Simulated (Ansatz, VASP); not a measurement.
One calculation of SnSe, two programs

File INCAR:

```
PREC = Accurate
ENCUT = 520
EDIFF = 1E-6
ISMEAR = 0
SIGMA = 0.02
LREAL = F
LASPH = T
NELM = 100
ALGO = Fast
ISIF = 2
LWAVE = F
LCHARG = T
GGA = PS
LELF = T
LVHAR = T
NBANDS = 28
```

KPOINTS

```
Automatic mesh
0
Gamma
  6 6 4
```

File POSCAR:

```
SnSe
1.0
    4.2853274191      0.0000000000      0.0000000000
    0.0000000000      4.2853274191      0.0000000000
    0.0000000000      0.0000000000     10.9906921300
Sn Se
2 2
Direct
    0.5079340495      0.0097005423      0.3594855996
    0.0000000000      0.5000000000      0.6277708900
    0.5000000000      0.0000000000      0.6160394900
    0.0000000000      0.5000000000      0.3839605100
```

Input for Ansatz:

```yaml
crystal:
  lattice:
    - [4.2853274191, 0.0, 0.0]
    - [0.0, 4.2853274191, 0.0]
    - [0.0, 0.0, 10.99069213]
  atoms:
    - { symbol: Sn, position: [0.5079340495, 0.0097005423, 0.3594855996] }
    - { symbol: Sn, position: [0.0, 0.5, 0.62777089] }
    - { symbol: Se, position: [0.5, 0.0, 0.61603949] }
    - { symbol: Se, position: [0.0, 0.5, 0.38396051] }
basis:
  ecutwfc: 420
kpoints:
  mp_grid: { grid: [6, 6, 4] }
hamiltonian:
  xc: pbesol
scf:
  occupations: { method: gaussian, width: 0.02 }
output:
  forces: true
  stress: true
  eigenvalues: true
```

Change from the starting cell: one atom moved.

Alike in both runs: task single point; functional PBEsol; k mesh 6 × 6 × 4; occupations gaussian, width 0.02 eV; no spin polarisation.

|  | VASP | Ansatz |
| --- | --- | --- |
| version | VASP 6.6.1 | Ansatz 0.2.0 |
| potentials or method | VASP PAW PBE potentials, release 64 (Sn_d, Se) | scalar-relativistic, plane waves, PAW |
| plane-wave cutoff (eV) | 520 | 420 |
| valence electrons in the cell | 40 | 60 |

Ansatz gave:

* gap on the k mesh at the Fermi level (eV): 1.34
* least direct gap on the mesh (eV): 1.45
* rms of the force components (eV/Å): 0.289

Q: What did VASP give for the same quantities?

A: gap on the k mesh at the Fermi level (eV): 1.33; least direct gap on the mesh (eV): 1.45; rms of the force components (eV/Å): 0.285.

Atom by atom the forces differ by 0.008 eV/Å (rms over components). The two sets of potentials don't hold the same shells in valence.

Caveats: the PAW data sets were made with another functional, which shifts forces and pressure a little (VASP); spin-orbit coupling is left out, which moves the levels of the heavy elements.
